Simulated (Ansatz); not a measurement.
This Ansatz 0.2.0 run on Te needs a look.

File input.yaml:

```yaml
crystal:
  lattice:
    - [2.3059043427, 1.331314493, 1.6909537039]
    - [-2.3059043427, 1.331314493, 1.6909537039]
    - [0.0, -2.662628986, 1.6909537039]
  atoms:
    - { symbol: Te, position: [0.5, 0.5, 0.5] }
hamiltonian:
  xc: pbesol
  pseudopotentials: { kind: paw }
kpoints:
  mp_grid: { grid: [9, 9, 9] }
  band_path:
    path:
      - [0.0, 0.0, 0.0]
      - [0.4677709699, -0.5322290301, 0.4677709699]
      - [0.5, -0.5, 0.5]
      - [0.4355419398, 0.4355419398, 0.4355419398]
      - [0.0, 0.0, 0.0]
      - [0.5, -0.5, 0.0]
      - [0.5322290301, -0.4677709699, -0.4677709699]
      - [0.5644580602, -0.4355419398, -0.4355419398]
      - [0.5, 0.0, 0.0]
      - [0.5, -0.5, 0.5]
    npoints: 14
scf:
  occupations: { method: fermi_dirac, width: 0.05 }
  n_extra_bands: 6
  max_iter: 80
output:
  forces: true
  stress: true
  eigenvalues: true
  fatbands: false
basis:
  ecutwfc: "30 meV"
```

Potentials or basis: Ansatz PAW.

Launch:

```console
$ ansatz run input.yaml --threads 2 --pin off --max-ram 5632MiB --backend cpu --events-out ev --progress --plain --runs-dir out
```

Output:

```text
Error: inconsistent input (scf.n_extra_bands, basis.ecutwfc, kpoints): n_bands = 14 exceeds the smallest per-k basis n_pw = 0 (k-point 1, counted from 0 among those solved) — raise basis.ecutwfc
```

Task: What happened, and what is wrong with the input?

Result: The program refused the input. The input holds a flaw that was put in on purpose: a cutoff in the wrong unit (basis.ecutwfc = 30 meV).

A sound run on the same cell differs in these lines of the main input:
```diff
@@ -29 +28,0 @@
-  max_iter: 80
@@ -34,3 +33 @@
-  fatbands: false
-basis:
-  ecutwfc: "30 meV"
+  fatbands: true
```
